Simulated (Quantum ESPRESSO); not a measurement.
Input of a Quantum ESPRESSO 7.5 run:

File pw.in:

```
&CONTROL
  calculation = 'scf'
  prefix = 'pwscf'
  outdir = './tmp'
  pseudo_dir = './pseudo'
  tprnfor = .true.
  tstress = .true.
  disk_io = 'nowf'
/
&SYSTEM
  ibrav = 0
  nat = 2
  ntyp = 2
  ecutwfc = 55
  ecutrho = 440
  nbnd = 10
  occupations = 'smearing'
  smearing = 'fd'
  degauss = 0.00367493
/
&ELECTRONS
  conv_thr = 4d-10
  electron_maxstep = 120
  mixing_beta = 0.5
/
ATOMIC_SPECIES
Al    26.9815 Al.pbe-n-kjpaw_psl.1.0.0.UPF
O     15.9990 O.pbe-n-kjpaw_psl.0.1.UPF
CELL_PARAMETERS angstrom
   2.7691900000    0.0000000000    0.0000000000
   0.0000000000    2.7691900000    0.0000000000
   0.0000000000    0.0000000000    2.7691900000
ATOMIC_POSITIONS crystal
Al     0.5000000000    0.5000000000    0.5000000000
O      0.0000000000    0.0000000000    0.0000000000
K_POINTS automatic
10 10 10 0 0 0
```

Potentials or basis: SSSP 1.3 efficiency PBE.

Launch:

```sh
$ OMP_NUM_THREADS=1 pw.x -in pw.in > pw.out
```

**Question.** What does it give for the pressure?

**Answer.** -0.2 GPa.

**Question.** What does it give for the band gap on the k mesh?

**Answer.** None (metal or under the smearing width).

Caveat: an odd number of electrons without spin polarisation forces a metal; a magnetic or distorted state may lie lower.
